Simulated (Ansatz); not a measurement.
## Relaxing mercury (fcc)

Computed with Ansatz, DFT, BLYP, plane waves (420 eV) with PAW, scalar-relativistic. (PAW data from PBE, frozen cores regenerated.)

k-point mesh 12×12×12, Fermi-Dirac smearing 0.1 eV, no spin polarisation. Cell and atoms relax.

Starting structure:

```yaml
crystal:
  lattice:
    - [0.0, 2.2595506664, 2.2595506664]
    - [2.2595506664, 0.0, 2.2595506664]
    - [2.2595506664, 2.2595506664, 0.0]
  atoms:
    - { symbol: Hg, position: [0.0, 0.0, 0.0] }
hamiltonian:
  xc: blyp
  pseudopotentials:
    kind: paw
    azcp:
      Hg: "pseudopotentials/Hg.paw.azcp"
basis:
  ecutwfc: 420
  fft_grid_basis: typed
kpoints:
  mp_grid: { grid: [12, 12, 12], shift: [0, 0, 0] }
magnetization:
  spin_polarized: false
scf:
  occupations: { method: fermi_dirac, width: 0.1 }
relax:
  max_steps: 60
  f_tol: 0.01
  cell: {}
```

Problem. What cell does the relaxation end in?

Solution. Fm-3m with a = 8.506 Å; 153.87 Å³ per atom against 23.07 at the start (566.9 %).

Problem. How much energy does the relaxation gain?

Solution. 494.9 meV per atom.
